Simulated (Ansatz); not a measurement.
Hf: energy above lowest point and pressure against volume per atom

Equation of state of a cubic crystal from periodic Kohn-Sham density functional theory without spin; pressure corrected for the finite basis. The results are calculated, by Ansatz 0.2.0 development build.

Cell of the first row (space group Fm-3m, No. 225):
```
Hf
1.0
      0.0000     2.1814     2.1814
      2.1814     0.0000     2.1814
      2.1814     2.1814     0.0000
Hf
1
Direct
  0.00000 0.00000 0.00000
```

Settings of every row: formula Hf; structure type fcc; functional r2SCAN; spin treatment none; k mesh 13x13x13; occupation method fermi-dirac; occupation width 0.1 eV; wave cutoff 500 eV; datasets soft-1 PAW; density cutoff ratio 4.

Limits: a cubic model structure, not a phase known at ambient conditions; no spin-orbit coupling, which can matter with elements this heavy.

```csv
row,volume per atom (Å³),energy above lowest point (meV/atom),pressure (GPa)
1,20.761,44.6,9.206
2,21.438,?,?
3,22.115,0.19,1.634
4,22.792,0,-1.481
5,23.469,12.2,-4.24
```

Question: what energy above lowest point and pressure should row 2 give?

Worked fit of energy above lowest point. Take u = (V_r/V)^(2/3) − 1 with V_r = 22.453 Å³ an atom, which is twice the finite (Eulerian) strain; such expansions in the strain, on which the Birch-Murnaghan equation of state is built, carry the rest volume and the bulk modulus. The shown rows have u = 0.05362, 0.01016, -0.00994, -0.02907. Least squares give energy above lowest point = −1.516 − 2.65 × u + 16092.8 × u² meV/atom; a straight line predicts inner rows, each left out in turn, worse (root mean square 17 against 0.2 meV/atom). The rows lie off it by -0.01, 0.07, -0.10, 0.04 (root mean square 0.064 meV/atom). Its lowest point lies at u = 0.0001, or V = 22.45 Å³ an atom, and the curvature there gives the bulk modulus at fixed shape and fractions, B = (4/9)(1 + u)² E″(u)/V = 102 GPa. The withheld row has u = 0.03132, so the fit gives −1.516 − 2.65 × (0.03132) + 16092.8 × (0.03132)² = 14.19 meV/atom.

The calculation gave 14.41 meV/atom. The fit lies 0.22 meV/atom (1.5 % of the value, 0.49 % of the column's range) below it; its largest miss of a shown row is 0.10 meV/atom.

Worked fit of pressure. Take u = (V_r/V)^(2/3) − 1 with V_r = 22.453 Å³ an atom, which is twice the finite (Eulerian) strain; such expansions in the strain, on which the Birch-Murnaghan equation of state is built, carry the rest volume and the bulk modulus. The shown rows have u = 0.05362, 0.01016, -0.00994, -0.02907. Least squares give pressure = 0.0289 + 155.344 × u + 294.59 × u² GPa; a straight line predicts inner rows, each left out in turn, worse (root mean square 0.31 against 0.01 GPa). The rows lie off it by 0.001, -0.004, 0.005, -0.002 (root mean square 0.0034 GPa). The pressure vanishes at u = -0.0002, or V = 22.46 Å³ an atom, and there the bulk modulus at fixed shape and fractions is B = −V dP/dV = (2/3)(1 + u) dP/du = 103 GPa. The withheld row has u = 0.03132, so the fit gives 0.0289 + 155.344 × (0.03132) + 294.59 × (0.03132)² = 5.183 GPa.

The calculation gave 5.17 GPa. The fit lies 0.013 GPa (0.097 % of the column's range) above it; its largest miss of a shown row is 0.005 GPa.
